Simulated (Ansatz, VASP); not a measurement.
## MgO in VASP and in Ansatz

```
Mg O
1.0
     3.30347    0.00000    0.00000
    -1.65173    2.86089    0.00000
     0.00000    0.00000    5.01939
Mg O
2 2
Direct
  0.30356 0.62892 0.00366
  0.69644 0.37108 0.50366
  0.36095 0.70169 0.40094
  0.63905 0.29831 0.90094
```

Change from the starting cell: mode 4 frozen in at -0.036 Å and mode 5 at -0.108 Å (largest displacements).

Alike in both runs: task single point; functional PBEsol; k mesh 9 × 9 × 6; occupations gaussian, width 0.05 eV; no spin polarisation.

|  | VASP | Ansatz |
| --- | --- | --- |
| version | VASP 6.6.1 | Ansatz 0.2.0 |
| potentials or method | VASP PAW PBE potentials, release 64 (Mg, O) | scalar-relativistic, plane waves, PAW |
| plane-wave cutoff (eV) | 520 | 520 |
| valence electrons in the cell | 16 | 32 |

Ansatz gave:

- gap on the k mesh at the Fermi level (eV): 3.27
- least direct gap on the mesh (eV): 3.27
- pressure (GPa): -0.2
- largest component of the traceless stress (GPa): 0.54
- rms of the force components (eV/Å): 0.177

Question: Which values does VASP return?

Answer: gap on the k mesh at the Fermi level (eV): 3.27; least direct gap on the mesh (eV): 3.27; pressure (GPa): -0.5; largest component of the traceless stress (GPa): 0.56; rms of the force components (eV/Å): 0.179.

Atom by atom the forces differ by 0.002 eV/Å (rms over components). The functional is the same, so the differences come from potentials, cutoffs and numerics. The two sets of potentials don't hold the same shells in valence. Ansatz warned: «pseudo_functional_mismatch».

Caveats: the PAW data sets were made with another functional, which shifts forces and pressure a little (VASP); an odd mesh through Γ misses points on the zone boundary, where band edges often lie.
